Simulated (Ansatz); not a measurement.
## BaO: do energies and stresses tell the same story?

Level of theory: DFT r2SCAN, scalar-relativistic, plane waves, PAW (Ansatz).

Cutoff 500 eV; k points 8×8×8 on the computed 2-atom cell (Γ-centred); Gaussian smearing, width 0.02 eV; no spin polarisation.

Relaxed cell: Fm-3m, a = 5.544 Å, b = 5.544 Å, c = 5.544 Å, α = 90.00°, β = 90.00°, γ = 90.00°, 2 atoms in the primitive cell.

Energies at zero smearing and pressures from the stress tensor, at volumes with shape and atoms relaxed:
```json
{"V (Å³/atom)": "20.024", "E − E(first) (meV/atom)": "0.00", "P (GPa)": "5.39"}
{"V (Å³/atom)": "20.664", "E − E(first) (meV/atom)": "-15.50", "P (GPa)": "2.46"}
{"V (Å³/atom)": "21.303", "E − E(first) (meV/atom)": "-20.26", "P (GPa)": "-0.01"}
{"V (Å³/atom)": "21.942", "E − E(first) (meV/atom)": "-15.93", "P (GPa)": "-2.10"}
{"V (Å³/atom)": "22.581", "E − E(first) (meV/atom)": "-3.90", "P (GPa)": "-3.88"}
```

Q: Check P = −dE/dV between neighbouring volumes, and get the bulk modulus from the pressures alone.

A: With 1 eV/Å³ = 160.2 GPa:
```
middle V (Å³/atom)  −ΔE/ΔV (GPa) mean P (GPa)
            20.344         3.886         3.927
            20.983         1.193         1.227
            21.622        -1.086        -1.057
            22.261        -3.014        -2.989
```

The two differ by 0.04 GPa at most. The mean of two end pressures misses the average over a step by about ΔV² P″/12, up to 0.04 GPa here; with that taken off 0.00 GPa remains. Around V = 21.303 Å³/atom, the two neighbours give B = −V ΔP/ΔV = 21.303 × 4.57 / 1.278 = 76.1 GPa, against B0 = 75.8 GPa from the Birch–Murnaghan fit of the energies.

Cost: 6 runs of about 1.1 core-minutes in all, on Arm Neoverse N1 (shared hosts).